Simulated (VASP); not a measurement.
NiO2: single point with PBEsol

NiO2:

```
CELL_PARAMETERS angstrom
2.78399 0.00000 0.00000
-1.39199 2.41100 0.00000
0.00000 0.00000 4.97261
ATOMIC_POSITIONS crystal
Ni 0.00000 0.00000 0.50000
O 0.66667 0.33333 0.68766
O 0.33333 0.66667 0.31234
```

The cell comes from a database or a generator and needn't be the stable form of this composition.

```yaml
Program: VASP 6.6.1
Task: single point
Functional: PBEsol
Potentials_or_basis: VASP PAW PBE potentials, release 64 (Ni, O)
Cutoff: 520 eV
k_mesh: 12 × 12 × 6
Occupations: gaussian, width 0.02 eV
Spin: no spin polarisation
Dipole_correction: no
Further_INCAR_settings: ALGO = Normal; EDIFF = 1e-06; NBANDS = 18
```

```
Pressure               : 0.7 GPa
Largest force          : 0.066 eV/Å
Band gap on the k mesh : 1.05 eV, indirect (least direct gap 1.28 eV)
```

Forces on the atoms (eV/Å):
```
Ni   0.000  0.000  0.000
O    0.000  0.000  0.066
O    0.000  0.000 -0.066
```

Stress tensor (GPa, compression positive):
```
0.89 0.00 0.00
0.00 0.89 0.00
0.00 0.00 0.42
```

Levels at points of the mesh, in eV from the valence-band top:
```csv
k point,band 7,band 8,band 9,band 10,band 11,band 12,band 13,band 14,band 15,band 16
"(0.00, 0.00, 0.00)",-2.15,-1.05,-1.05,-0.99,-0.30,2.32,2.32,7.57,11.09,13.68
"(0.50, 0.00, 0.00)",-2.79,-1.98,-1.76,-1.66,-1.01,1.65,2.23,12.48,13.39,13.76
"(0.00, 0.00, 0.50)",-2.15,-1.79,-1.06,-1.06,-0.08,2.33,2.33,9.47,9.74,12.93
"(0.50, 0.00, 0.50)",-2.76,-1.76,-1.68,-1.66,-1.06,1.64,2.19,11.85,12.88,14.60
```

It took 37 s on 1 thread of AMD EPYC 9R45 96-Core Processor (Zen 5), with other jobs on the host, peak memory 0.16 GiB.

Caveat: the PAW data sets were made with another functional, which shifts forces and pressure a little. Spin polarisation is off, so any magnetic state and its effect on volume and gap are missing.
